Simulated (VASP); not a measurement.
Input of a VASP 6.6.1 run:

INCAR

```
SYSTEM = GaAs
PREC     = Accurate       ! precision mode
ENCUT    = 520            ! plane-wave cutoff, eV
EDIFF    = 1E-6           ! SCF threshold, eV
ISMEAR   = 0              ! smearing method
SIGMA    = 0.02           ! smearing width, eV
LREAL    = .False.        ! projectors in reciprocal space
LASPH    = .True.         ! aspherical terms in the spheres
NELM     = 80             ! most SCF steps
ALGO     = Normal         ! electronic algorithm
ISIF     = 2              ! what is computed and relaxed
LWAVE    = .False.        ! write WAVECAR
LCHARG   = .False.        ! write CHGCAR
MAGMOM   = 0 0 0 0 0 0    ! initial moments
LORBIT   = 11             ! projections on sites
LSORBIT  = .True.         ! spin-orbit coupling
GGA_COMPAT= .False.      
METAGGA  = R2SCAN         ! meta-GGA
LMIXTAU  = .True.       
NBANDS   = 30             ! bands
KPAR     = 2
```

Contents of KPOINTS:

```
Automatic mesh
0
Gamma
  6 6 6
  0 0 0
```

The input POSCAR:

```
GaAs
1.0
    0.0000000000      2.8268500000      2.8268500000
    2.8268500000      0.0000000000      2.8268500000
    2.8268500000      2.8268500000      0.0000000000
As Ga
1 1
Direct
    0.7500000000      0.7500000000      0.7500000000
    0.0000000000      0.0000000000      0.0000000000
```

File KPOINTS_OPT:

```
path GXWKGLUWLK,UX
15
line-mode
reciprocal
 0.0000000000  0.0000000000  0.0000000000  G
 0.5000000000  0.0000000000  0.5000000000  X

 0.5000000000  0.0000000000  0.5000000000  X
 0.5000000000  0.2500000000  0.7500000000  W

 0.5000000000  0.2500000000  0.7500000000  W
 0.3750000000  0.3750000000  0.7500000000  K

 0.3750000000  0.3750000000  0.7500000000  K
 0.0000000000  0.0000000000  0.0000000000  G

 0.0000000000  0.0000000000  0.0000000000  G
 0.5000000000  0.5000000000  0.5000000000  L

 0.5000000000  0.5000000000  0.5000000000  L
 0.6250000000  0.2500000000  0.6250000000  U

 0.6250000000  0.2500000000  0.6250000000  U
 0.5000000000  0.2500000000  0.7500000000  W

 0.5000000000  0.2500000000  0.7500000000  W
 0.5000000000  0.5000000000  0.5000000000  L

 0.5000000000  0.5000000000  0.5000000000  L
 0.3750000000  0.3750000000  0.7500000000  K

 0.6250000000  0.2500000000  0.6250000000  U
 0.5000000000  0.0000000000  0.5000000000  X
```

Potentials or basis: VASP PAW PBE potentials, release 64 (As, Ga_d).

Run with:

```console
$ cat potpaw_PBE.64/As/POTCAR potpaw_PBE.64/Ga_d/POTCAR > POTCAR
$ mpirun -np 2 vasp_ncl > vasp.out
```

(1) Predict the pressure.

Results:

(1) 0.6 GPa.

Caveat: the PAW data sets were made with another functional, which shifts forces and pressure a little.
